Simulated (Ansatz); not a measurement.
Trial inputs on HfB2

The reference input for Ansatz (plane-wave DFT with PAW):

```yaml
crystal:
  lattice:
    - [3.1326790839, 0.0, 0.0]
    - [-1.5663395419, 2.7129796685, 0.0]
    - [0.0, 0.0, 3.47921399]
  atoms:
    - { symbol: Hf, position: [0.0, 0.0, 0.0] }
    - { symbol: B, position: [0.33333333, 0.66666667, 0.5] }
    - { symbol: B, position: [0.66666667, 0.33333333, 0.5] }
basis:
  ecutwfc: 420
kpoints:
  mp_grid: { grid: [6, 6, 4] }
hamiltonian:
  xc: pbe
scf:
  occupations: { method: gaussian, width: 0.1 }
output:
  forces: true
  stress: true
  eigenvalues: true
```

Command:

```bash
ansatz run input.yaml --threads 1 --pin off --max-ram 1331MiB --backend cpu --events-out ev --progress --plain --runs-dir out
```

The run converges in 6 SCF iterations on 21 irreducible k-points: pressure 2.87 GPa, no gap.

Settings here are deliberately varied, not converged. Each trial's input is given as a difference from the reference's; energies are extrapolated to zero smearing where there is one, and pressure is positive in compression. Charged cells sit in a uniform background, and their pressures hang on that convention.

Trial 1 (volume scaled):

```diff
 crystal:
   lattice:
-    - [3.1326790839, 0.0, 0.0]
-    - [-1.5663395419, 2.7129796685, 0.0]
-    - [0.0, 0.0, 3.47921399]
+    - [3.3924788418, 0.0, 0.0]
+    - [-1.6962394209, 2.9379728588, 0.0]
+    - [0.0, 0.0, 3.7677526268]
 kpoints:
-  mp_grid: { grid: [6, 6, 4] }
+  mp_grid: { grid: [1, 4, 1] }
 hamiltonian:
+  hubbard: { sites: [{ species: Hf, l: d, u: 7.7, j: 0.81 }] }
 scf:
-  occupations: { method: gaussian, width: 0.1 }
+  occupations: { method: tetrahedron }
+  lower_state_search: "off"
+  mixing: { preconditioner: kerker }
+  eigensolver: { kind: davidson }
+  max_iter: 57
```

The run converges in 10 SCF iterations on 3 irreducible k-points: pressure -31.67 GPa, largest force 3.700 eV/Å, gap on the sampled k-points 3.31 eV (the reference is a metal, so it comes from the sampling or the changed settings). It warns that the printed bands weren't solved further after the SCF; that the mesh lowers the symmetry; that forces and stress under tetrahedra may miss the energy's slope. Under a U the state reached may not be the lowest.

Trial 2 (volume scaled):

```diff
 crystal:
   lattice:
-    - [3.1326790839, 0.0, 0.0]
-    - [-1.5663395419, 2.7129796685, 0.0]
-    - [0.0, 0.0, 3.47921399]
+    - [2.8886034679, 0.0, 0.0]
+    - [-1.4443017339, 2.5016039847, 0.0]
+    - [0.0, 0.0, 3.2081388895]
```

The run converges in 6 SCF iterations on 21 irreducible k-points: energy 587 meV per atom above the reference, pressure 103 GPa, no gap.

Trial 3:

```diff
 kpoints:
-  mp_grid: { grid: [6, 6, 4] }
+  mp_grid: { grid: [4, 4, 3], shift: [0.78, 0.19, 0.18] }
 scf:
+  mixing: { beta: 0.11 }
+  max_iter: 84
```

The run converges in 6 SCF iterations on 48 irreducible k-points: energy 14.0 meV per atom below the reference, pressure 2.68 GPa, largest force 0.098 eV/Å, no gap. It warns that the mesh lowers the symmetry.

Trial 4 (volume scaled):

```diff
 crystal:
   lattice:
-    - [3.1326790839, 0.0, 0.0]
-    - [-1.5663395419, 2.7129796685, 0.0]
-    - [0.0, 0.0, 3.47921399]
+    - [3.143086732, 0.0, 0.0]
+    - [-1.571543366, 2.7219929562, 0.0]
+    - [0.0, 0.0, 3.4907729254]
 basis:
-  ecutwfc: 420
+  ecutwfc: "23 Ry"
+  ecutrho_ratio: 5
 scf:
+  max_iter: 100
```

The run converges in 6 SCF iterations on 21 irreducible k-points: energy 38.9 meV per atom above the reference, pressure 0.91 GPa, no gap. It warns that the cutoff lies under the recommended one, 420 eV for these potentials.

Trial 5:

```diff
+total_charge: -40
 hamiltonian:
+  hubbard: { sites: [{ species: Hf, l: d, u: 4.4, j: 0.46 }] }
 scf:
+  max_iter: 79
```

The run converges in 16 SCF iterations on 21 irreducible k-points: pressure 623 GPa (with the neutralising background of the charged cell), no gap. It warns that the count of filled bands differs between k-points.

Trial 6 (volume scaled):

```diff
 crystal:
   lattice:
-    - [3.1326790839, 0.0, 0.0]
-    - [-1.5663395419, 2.7129796685, 0.0]
-    - [0.0, 0.0, 3.47921399]
+    - [2.9616573443, 0.0, 0.0]
+    - [-1.4808286721, 2.5648704974, 0.0]
+    - [0.0, 0.0, 3.2892739377]
 scf:
+  n_extra_bands: 3
```

The run converges in 6 SCF iterations on 21 irreducible k-points: energy 279 meV per atom above the reference, pressure 63.22 GPa, no gap.